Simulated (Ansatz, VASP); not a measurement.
One calculation of CdTe, two programs

The input INCAR:

```
SYSTEM = CdTe
PREC     = Accurate       ! precision mode
ENCUT    = 520            ! plane-wave cutoff, eV
EDIFF    = 1E-6           ! SCF threshold, eV
ISMEAR   = 0              ! smearing method
SIGMA    = 0.024          ! smearing width, eV
LREAL    = .FALSE.        ! projectors in reciprocal space
LASPH    = .TRUE.         ! aspherical terms in the spheres
NELM     = 100            ! most SCF steps
ALGO     = Fast           ! electronic algorithm
ISIF     = 2              ! what is computed and relaxed
LWAVE    = .FALSE.        ! write WAVECAR
LCHARG   = .FALSE.        ! write CHGCAR
GGA      = PE             ! functional
NBANDS   = 16             ! bands
```

KPOINTS

```
Automatic mesh
0
G
  7 7 7
  0 0 0
```

The input POSCAR:

```
CdTe
1.0
    0.0000000000      3.2050000000      3.2050000000
    3.2050000000      0.0000000000      3.2050000000
    3.2050000000      3.2050000000      0.0000000000
Te Cd
1 1
Direct
    0.7500000000      0.7500000000      0.7500000000
    0.0000000000      0.0000000000      0.0000000000
```

The input input.yaml:

```yaml
crystal:
  lattice:
    - [0.0, 3.205, 3.205]
    - [3.205, 0.0, 3.205]
    - [3.205, 3.205, 0.0]
  atoms:
    - { symbol: Te, position: [0.75, 0.75, 0.75] }
    - { symbol: Cd, position: [0.0, 0.0, 0.0] }
kpoints:
  mp_grid: { grid: [7, 7, 7] }
scf:
  occupations: { method: gaussian, width: 0.024 }
hamiltonian:
  xc: pbe
  pseudopotentials: { kind: all_electron, lapw: { basis_error: 0.001 } }
output:
  forces: true
  stress: true
  eigenvalues: true
```

Alike in both runs: task single point; functional PBE; k mesh 7 × 7 × 7; occupations gaussian, width 0.024 eV; no spin polarisation.

```csv
,VASP,Ansatz
version,VASP 6.6.1,Ansatz 0.2.0
potentials or method,"VASP PAW PBE potentials, release 64 (Te, Cd)","all-electron LAPW, scalar-relativistic"
plane-wave cutoff (eV),520,see its input
```

Ansatz gave:

| Quantity | Value |
| --- | --- |
| gap on the k mesh at the Fermi level (eV) | 0.87 |
| least direct gap on the mesh (eV) | 0.87 |
| pressure (GPa) | 4.3 |

Task: What did VASP give for the same quantities?

Result: gap on the k mesh at the Fermi level (eV): 0.87; least direct gap on the mesh (eV): 0.87; pressure (GPa): 4.4.

Ansatz ran all-electron here, so the differences hold the error of VASP's frozen core and of both bases.

Caveats: spin-orbit coupling is left out, which moves the levels of the heavy elements. PBE gaps usually lie below the measured ones, often by a third to a half.
